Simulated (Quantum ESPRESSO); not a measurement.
**Cu in Quantum ESPRESSO: the effect of functional**

Cu:

```
CELL_PARAMETERS angstrom
0.00000 1.80750 1.80750
1.80750 0.00000 1.80750
1.80750 1.80750 0.00000
ATOMIC_POSITIONS crystal
Cu 0.00000 0.00000 0.00000
```

Alike in all runs:

```yaml
Program: Quantum ESPRESSO 7.5
Task: phonon dispersion
Cutoff: 762 eV
Density_cutoff: 6095 eV
k_mesh: 12 × 12 × 12
Occupations: cold, width 0.2 eV
Spin: no spin polarisation
```

Each run relaxes the cell or the atoms first.

```tsv
functional	potentials or basis	relaxed volume (Å³/atom)	highest phonon frequency (cm⁻¹)
LDA	GBRV 1.5 LDA	10.91	277
PBE	GBRV 1.5 PBE	11.93	247
PBEsol	GBRV 1.5 PBEsol	?	?
```

Question: What does the run with functional PBEsol give?

Answer: Relaxed volume 11.33 Å³/atom; highest phonon frequency 266 cm⁻¹.

Caveats: the mesh is thin for the phonons of a metal (some runs).
